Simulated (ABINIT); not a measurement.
An input for ABINIT 10.8.3 (patched build) (Nb):

The input run.py:

```python
import json, os
import numpy as np
from ase.units import GPa
from ase.calculators.abinit import Abinit, AbinitProfile
from ase.io import read

atoms = read('Nb.cif')

profile = AbinitProfile(command='abinit', pp_paths=[os.path.abspath('pseudos')])
params = dict(
    pps='fhi', xc='PBE',
    ecut=1115.6668,
    kptopt=1,
    ngkpt=[6, 6, 6],
    nshiftk=1,
    shiftk=[0.0, 0.0, 0.0],
    ixc=14,
    nband=32,
    occopt=7,
    tsmear=0.1,
    nstep=80,
    tolvrs=1e-10,
    prtwf=0,
    prtden=0,
)

atoms.calc = Abinit(profile=profile, directory='run', **params)
energy = atoms.get_potential_energy()
forces = atoms.get_forces()
stress = atoms.get_stress()
print(f'energy {energy:.6f} eV')
print('forces (eV/A)')
print(np.round(forces, 5))
print('stress (GPa, Voigt, tension positive)', np.round(stress / GPa, 4))
json.dump(dict(energy=energy, forces=forces.tolist(), stress=stress.tolist(), cell=atoms.cell.tolist(), frac=atoms.get_scaled_positions(wrap=False).tolist()), open('results.json', 'w'))
```

The input Nb.cif:

```cif
data_Nb
_cell_length_a 4.23000000
_cell_length_b 4.23000000
_cell_length_c 4.23000000
_cell_angle_alpha 90.00000000
_cell_angle_beta 90.00000000
_cell_angle_gamma 90.00000000
_space_group_name_H-M_alt 'Fm-3m'
_space_group_name_Hall '-F 4 2 3'
_space_group_IT_number 225
loop_
_space_group_symop_operation_xyz
'x,y,z'
'-x,-y,-z'
'-y,x,z'
'y,-x,-z'
'-x,-y,z'
'x,y,-z'
'y,-x,z'
'-y,x,-z'
'x,-y,-z'
'-x,y,z'
'-y,-x,-z'
'y,x,z'
'-x,y,-z'
'x,-y,z'
'y,x,-z'
'-y,-x,z'
'z,x,y'
'-z,-x,-y'
'z,-y,x'
'-z,y,-x'
'z,-x,-y'
'-z,x,y'
'z,y,-x'
'-z,-y,x'
'-z,x,-y'
'z,-x,y'
'-z,-y,-x'
'z,y,x'
'-z,-x,y'
'z,x,-y'
'-z,y,x'
'z,-y,-x'
'y,z,x'
'-y,-z,-x'
'x,z,-y'
'-x,-z,y'
'-y,z,-x'
'y,-z,x'
'-x,z,y'
'x,-z,-y'
'-y,-z,x'
'y,z,-x'
'-x,-z,-y'
'x,z,y'
'y,-z,-x'
'-y,z,x'
'x,-z,y'
'-x,z,-y'
'x,y+1/2,z+1/2'
'-x,-y+1/2,-z+1/2'
'-y,x+1/2,z+1/2'
'y,-x+1/2,-z+1/2'
'-x,-y+1/2,z+1/2'
'x,y+1/2,-z+1/2'
'y,-x+1/2,z+1/2'
'-y,x+1/2,-z+1/2'
'x,-y+1/2,-z+1/2'
'-x,y+1/2,z+1/2'
'-y,-x+1/2,-z+1/2'
'y,x+1/2,z+1/2'
[... 40 lines left out ...]
'-x+1/2,-y,z+1/2'
'x+1/2,y,-z+1/2'
'y+1/2,-x,z+1/2'
'-y+1/2,x,-z+1/2'
'x+1/2,-y,-z+1/2'
'-x+1/2,y,z+1/2'
'-y+1/2,-x,-z+1/2'
'y+1/2,x,z+1/2'
'-x+1/2,y,-z+1/2'
'x+1/2,-y,z+1/2'
'y+1/2,x,-z+1/2'
'-y+1/2,-x,z+1/2'
'z+1/2,x,y+1/2'
'-z+1/2,-x,-y+1/2'
'z+1/2,-y,x+1/2'
'-z+1/2,y,-x+1/2'
'z+1/2,-x,-y+1/2'
'-z+1/2,x,y+1/2'
'z+1/2,y,-x+1/2'
'-z+1/2,-y,x+1/2'
'-z+1/2,x,-y+1/2'
'z+1/2,-x,y+1/2'
'-z+1/2,-y,-x+1/2'
'z+1/2,y,x+1/2'
'-z+1/2,-x,y+1/2'
'z+1/2,x,-y+1/2'
'-z+1/2,y,x+1/2'
'z+1/2,-y,-x+1/2'
'y+1/2,z,x+1/2'
'-y+1/2,-z,-x+1/2'
'x+1/2,z,-y+1/2'
'-x+1/2,-z,y+1/2'
'-y+1/2,z,-x+1/2'
'y+1/2,-z,x+1/2'
'-x+1/2,z,y+1/2'
'x+1/2,-z,-y+1/2'
'-y+1/2,-z,x+1/2'
'y+1/2,z,-x+1/2'
'-x+1/2,-z,-y+1/2'
'x+1/2,z,y+1/2'
'y+1/2,-z,-x+1/2'
'-y+1/2,z,x+1/2'
'x+1/2,-z,y+1/2'
'-x+1/2,z,-y+1/2'
'x+1/2,y+1/2,z'
'-x+1/2,-y+1/2,-z'
'-y+1/2,x+1/2,z'
'y+1/2,-x+1/2,-z'
'-x+1/2,-y+1/2,z'
'x+1/2,y+1/2,-z'
'y+1/2,-x+1/2,z'
'-y+1/2,x+1/2,-z'
'x+1/2,-y+1/2,-z'
'-x+1/2,y+1/2,z'
'-y+1/2,-x+1/2,-z'
'y+1/2,x+1/2,z'
'-x+1/2,y+1/2,-z'
'x+1/2,-y+1/2,z'
'y+1/2,x+1/2,-z'
'-y+1/2,-x+1/2,z'
'z+1/2,x+1/2,y'
'-z+1/2,-x+1/2,-y'
'z+1/2,-y+1/2,x'
'-z+1/2,y+1/2,-x'
'z+1/2,-x+1/2,-y'
'-z+1/2,x+1/2,y'
'z+1/2,y+1/2,-x'
'-z+1/2,-y+1/2,x'
'-z+1/2,x+1/2,-y'
'z+1/2,-x+1/2,y'
'-z+1/2,-y+1/2,-x'
'z+1/2,y+1/2,x'
'-z+1/2,-x+1/2,y'
'z+1/2,x+1/2,-y'
'-z+1/2,y+1/2,x'
'z+1/2,-y+1/2,-x'
'y+1/2,z+1/2,x'
'-y+1/2,-z+1/2,-x'
'x+1/2,z+1/2,-y'
'-x+1/2,-z+1/2,y'
'-y+1/2,z+1/2,-x'
'y+1/2,-z+1/2,x'
'-x+1/2,z+1/2,y'
'x+1/2,-z+1/2,-y'
'-y+1/2,-z+1/2,x'
'y+1/2,z+1/2,-x'
'-x+1/2,-z+1/2,-y'
'x+1/2,z+1/2,y'
'y+1/2,-z+1/2,-x'
'-y+1/2,z+1/2,x'
'x+1/2,-z+1/2,y'
'-x+1/2,z+1/2,-y'
loop_
_atom_site_label
_atom_site_type_symbol
_atom_site_symmetry_multiplicity
_atom_site_Wyckoff_symbol
_atom_site_fract_x
_atom_site_fract_y
_atom_site_fract_z
_atom_site_occupancy
Nb1 Nb 4 a 0.0000000000 0.0000000000 0.0000000000 1
```

Potentials or basis: PseudoDojo NC SR PBE v0.5 standard.

The run is started by

```bash
$ python run.py
```

Question: Does this run start?

Answer: The run stopped without a result. It printed:

Output:

```text
Traceback (most recent call last):
  File "./run.py", line 28, in <module>
  File "ase/atoms.py", line 1971, in get_potential_energy
  File "ase/abc.py", line 25, in get_potential_energy
  File "ase/calculator.py", line 517, in get_property
  File "ase/genericfileio.py", line 335, in calculate
  File "ase/genericfileio.py", line 326, in write_inputfiles
  File "ase/abinit.py", line 79, in write_input
  File "ase/io/abinit.py", line 560, in prepare_abinit_input
  File "ase/io/abinit.py", line 739, in get_ppp_list
RuntimeError: Could not find gga pseudopotential fhi for Nb in ['./pseudos']
```
